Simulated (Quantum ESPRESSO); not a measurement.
# BN in Quantum ESPRESSO: the effect of functional

The system is BN.

```
N B
1.0
     1.25112    0.72234    3.37293
    -1.25112    0.72234    3.37293
     0.00000   -1.44467    3.37293
N B
1 1
Direct
  0.66724 0.66724 0.66724
  0.00033 0.00033 0.00033
```

The cell is a database's computed one.

Alike in all runs:

| Item | Value |
| --- | --- |
| Program | Quantum ESPRESSO 7.5 |
| Task | dielectric tensor |
| Cutoff | 612 eV |
| Density cutoff | 4898 eV |
| k mesh | 8 × 8 × 8, shifted |
| Occupations | fermi-dirac, width 0.05 eV |
| Spin | no spin polarisation |

**Question.** One run gave: pressure -3.4 GPa; dielectric constant 4.10 mean. Which functional did it use?
A. PBEsol
B. AM05
C. BLYP
D. LDA
E. WC

**Answer.** D.

```csv
functional,potentials or basis,pressure (GPa),dielectric constant (mean)
LDA,GBRV 1.5 LDA,-3.4,4.10
PBEsol,GBRV 1.5 PBEsol,1.1,4.07
WC,GBRV 1.5 PBE,0.8,4.08
BLYP,GBRV 1.5 PBE,7.1,3.96
AM05,GBRV 1.5 PBE,1.4,4.06
```

Caveats: the potentials were made for another functional, which shifts forces and pressure (some runs); the cell is more than 3 GPa from zero pressure, which shifts response properties (some runs).
